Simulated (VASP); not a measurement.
All values below come from r2SCAN+rVV10, VASP's PBE PAW potentials (set 64) (plane waves; VASP).

VASP input:

File KPOINTS:
```
Regular mesh
0
gamma
 6 6 6
0 0 0
```

POSCAR:
```
CsCl
1
    4.1200000000     0.0000000000     0.0000000000
    0.0000000000     4.1200000000     0.0000000000
    0.0000000000     0.0000000000     4.1200000000
Cs Cl
1 1
Direct
  0.0000000000   0.0000000000   0.0000000000
  0.5000000000   0.5000000000   0.5000000000
```

### INCAR
```
ALGO = Normal
BPARAM = 11.95
CPARAM = 0.0093
EDIFF = 1E-6
EDIFFG = -0.01
ENCUT = 520
IBRION = 2
ISIF = 3
ISMEAR = 0
LASPH = .TRUE.
LCHARG = .FALSE.
LMAXMIX = 4
LMIXTAU = .TRUE.
LREAL = .FALSE.
LUSE_VDW = .TRUE.
LWAVE = .FALSE.
METAGGA = R2SCAN
NELM = 100
NSW = 60
PREC = Accurate
SIGMA = 0.05
SYSTEM = CsCl
```

POTCAR, in this order: Cs_sv Cl (PBE.64 set). Program: vasp_std.

The run wrote:

OUTCAR:
```
 ion  position               nearest neighbor table
   1  0.000  0.000  0.000-
   2  0.500  0.500  0.500-
  LATTYP: Found a simple cubic cell.
 ALAT       =     4.1200000000
 Subroutine PRICEL returns:
 Original cell was already a primitive cell.
 Subroutine GETGRP returns: Found 48 space group operations
The static configuration has the point symmetry O_h .
The dynamic configuration has the point symmetry O_h .
 Subroutine INISYM returns: Found 48 space group operations
 Subroutine IBZKPT returns following result:
 Found     20 irreducible k-points:

 Following reciprocal coordinates:
            Coordinates               Weight
  0.000000  0.000000  0.000000      1.000000
  0.166667  0.000000  0.000000      6.000000
  0.333333  0.000000  0.000000      6.000000
  0.500000  0.000000  0.000000      3.000000
  0.166667  0.166667  0.000000     12.000000
  0.333333  0.166667  0.000000     24.000000
  0.500000  0.166667  0.000000     12.000000
  0.333333  0.333333  0.000000     12.000000
  0.500000  0.333333  0.000000     12.000000
...
```

OSZICAR:
```
       N       E                     dE             d eps       ncg     rms          rms(c)
DAV:   1     0.640731321885E+02    0.64073E+02   -0.69997E+03   480   0.116E+03
DAV:   2    -0.323156252823E+02   -0.96389E+02   -0.88159E+02   720   0.194E+02
DAV:   3    -0.389530583248E+02   -0.66374E+01   -0.66119E+01   592   0.573E+01
DAV:   4    -0.390208247159E+02   -0.67766E-01   -0.67731E-01   568   0.680E+00
DAV:   5    -0.390217539799E+02   -0.92926E-03   -0.92922E-03   604   0.804E-01    0.237E+00
DAV:   6    -0.350963450410E+02    0.39254E+01   -0.81866E-01   524   0.878E+00    0.268E+00
DAV:   7    -0.342974798359E+02    0.79887E+00   -0.63327E-01   544   0.730E+00    0.589E-01
DAV:   8    -0.353362911327E+02   -0.10388E+01   -0.44481E-01   480   0.646E+00    0.119E+00
DAV:   9    -0.348772439837E+02    0.45905E+00   -0.32697E-01   488   0.734E+00    0.633E-01
DAV:  10    -0.349354482372E+02   -0.58204E-01   -0.34531E-01   480   0.633E+00    0.169E-01
DAV:  11    -0.349505472273E+02   -0.15099E-01   -0.98107E-03   552   0.138E+00    0.183E-01
DAV:  12    -0.349492312875E+02    0.13159E-02   -0.24913E-03   512   0.710E-01    0.142E-01
DAV:  13    -0.349567363533E+02   -0.75051E-02   -0.54064E-03   504   0.989E-01    0.398E-02
DAV:  14    -0.349575437336E+02   -0.80738E-03   -0.42408E-04   552   0.335E-01    0.776E-03
DAV:  15    -0.349575541888E+02   -0.10455E-04   -0.84295E-06   560   0.395E-02    0.415E-03
DAV:  16    -0.349575604723E+02   -0.62835E-05   -0.71555E-05   496   0.116E-01    0.302E-03
DAV:  17    -0.349575863911E+02   -0.25919E-04   -0.16860E-05   492   0.547E-02    0.214E-03
DAV:  18    -0.349575856379E+02    0.75316E-06   -0.49204E-07   424   0.822E-03
   1 F= -.34957586E+02 E0= -.34957586E+02  d E =-.349576E+02
       N       E                     dE             d eps       ncg     rms          rms(c)
DAV:   1    -0.349735473682E+02   -0.15961E-01   -0.33307E-01   480   0.407E+00    0.693E-01
DAV:   2    -0.349616008250E+02    0.11947E-01   -0.19481E-02   496   0.992E-01    0.259E-01
DAV:   3    -0.349593473300E+02    0.22535E-02   -0.77350E-03   480   0.636E-01    0.128E-01
DAV:   4    -0.349590841020E+02    0.26323E-03   -0.94241E-04   480   0.403E-01    0.469E-02
DAV:   5    -0.349595030566E+02   -0.41895E-03   -0.55941E-04   480   0.357E-01    0.188E-02
DAV:   6    -0.349592708087E+02    0.23225E-03   -0.41734E-04   480   0.307E-01    0.125E-02
DAV:   7    -0.349593425674E+02   -0.71759E-04   -0.18887E-04   488   0.193E-01    0.910E-03
DAV:   8    -0.349593682287E+02   -0.25661E-04   -0.16279E-05   492   0.559E-02    0.190E-03
DAV:   9    -0.349593675288E+02    0.69994E-06   -0.62585E-07   392   0.719E-03
   2 F= -.34959368E+02 E0= -.34959368E+02  d E =-.178189E-02
       N       E                     dE             d eps       ncg     rms          rms(c)
DAV:   1    -0.349651294165E+02   -0.57612E-02   -0.13093E-01   480   0.255E+00    0.433E-01
DAV:   2    -0.349604663873E+02    0.46630E-02   -0.76708E-03   496   0.624E-01    0.163E-01
DAV:   3    -0.349595769230E+02    0.88946E-03   -0.30280E-03   480   0.400E-01    0.795E-02
DAV:   4    -0.349595010796E+02    0.75843E-04   -0.36569E-04   480   0.249E-01    0.294E-02
DAV:   5    -0.349596331768E+02   -0.13210E-03   -0.20660E-04   480   0.218E-01    0.116E-02
DAV:   6    -0.349595783383E+02    0.54838E-04   -0.14499E-04   480   0.181E-01    0.766E-03
DAV:   7    -0.349595930566E+02   -0.14718E-04   -0.66696E-05   480   0.113E-01    0.566E-03
DAV:   8    -0.349596033633E+02   -0.10307E-04   -0.63527E-06   488   0.349E-02    0.123E-03
DAV:   9    -0.349596030037E+02    0.35960E-06   -0.27382E-07   324   0.491E-03
   3 F= -.34959603E+02 E0= -.34959603E+02  d E =-.201737E-02
```

OUTCAR:
```
------------------------ aborting loop because EDIFF is reached ----------------------------------------
  FORCE on cell =-STRESS in cart. coord.  units (eV):
  Direction    XX          YY          ZZ          XY          YZ          ZX
  --------------------------------------------------------------------------------------
  Total        0.0085471      0.0085471      0.0085471      0.0000000     -0.0000000      0.0000000
  in kB        0.2003023      0.2003023      0.2003023      0.0000000     -0.0000000      0.0000000
  external PRESSURE =       0.2003023 kB  Pullay stress =       0.0000000 kB
  volume of cell :       68.37
      direct lattice vectors                 reciprocal lattice vectors
     4.088973314  0.000000000 -0.000000000     0.244560168 -0.000000000 -0.000000000
     0.000000000  4.088973314 -0.000000000    -0.000000000  0.244560168 -0.000000000
     0.000000000  0.000000000  4.088973314     0.000000000  0.000000000  0.244560168
 POSITION                                       TOTAL-FORCE (eV/Angst)
 -----------------------------------------------------------------------------------
      0.00000      0.00000      0.00000        -0.000000     -0.000000      0.000000
      2.04449      2.04449      2.04449         0.000000      0.000000      0.000000
 -----------------------------------------------------------------------------------
    total drift:                                0.000000      0.000000     -0.000000
  FREE ENERGIE OF THE ION-ELECTRON SYSTEM (eV)
  ---------------------------------------------------
  free  energy   TOTEN  =       -34.9596030037 eV

  energy  without entropy=      -34.9596030037  energy(sigma->0) =      -34.95960300

 reached required accuracy - stopping structural energy minimisation
```
(Selected blocks of OUTCAR.)

CONTCAR:
```
CsCl
   1.00000000000000
     4.0889733141786726    0.0000000000000000   -0.0000000000000000
     0.0000000000000000    4.0889733141786726   -0.0000000000000000
     0.0000000000000000    0.0000000000000000    4.0889733141786726
  Cs              Cl
     1     1
Direct
     0.0000000000000000    0.0000000000000000    0.0000000000000000
     0.5000000000000000    0.5000000000000000    0.5000000000000000
```

Energy and stress use the plane-wave basis of the starting cell.

The compound is CsCl in the CsCl type structure. This run relaxes it. Symmetry was kept, so distortions that lower it aren't found.
